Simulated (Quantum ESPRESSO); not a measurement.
The system is Ru.

```xyz
1
Lattice="0.0000 1.9150 1.9150 1.9150 0.0000 1.9150 1.9150 1.9150 0.0000" Properties=species:S:1:pos:R:3 pbc="T T T"
Ru    0.0000    0.0000    0.0000
```

This isn't the form of Ru at room conditions, which is hcp.

```yaml
Program: Quantum ESPRESSO 7.5
Task: single point
Functional: PBE
Potentials_or_basis: SSSP 1.3 efficiency PBE
Cutoff: 816 eV
Density_cutoff: 3265 eV
k_mesh: 12 × 12 × 12
Occupations: fermi-dirac, width 0.05 eV
Spin: no spin polarisation
```

On this cell: pressure -4.7 GPa; band gap on the k mesh none (metal or under the smearing width).

The same run follows on a disturbed copy (cell strained at random at fixed volume):

```xyz
1
Lattice="0.0536 1.9387 1.9070 1.9461 0.0410 1.9197 1.9523 1.9575 0.0348" Properties=species:S:1:pos:R:3 pbc="T T T"
Ru   -0.0243    0.0280   -0.0639
```

**Question.** What changes?

**Answer.** The energy (extrapolated to zero smearing) moves by +19.7 meV/atom; pressure -4.1 GPa; band gap on the k mesh none (metal or under the smearing width).

Stress tensor (GPa, compression positive):
```
-4.84 -7.53 -6.29
-7.53 -5.69 -2.77
-6.29 -2.77 -1.87
```
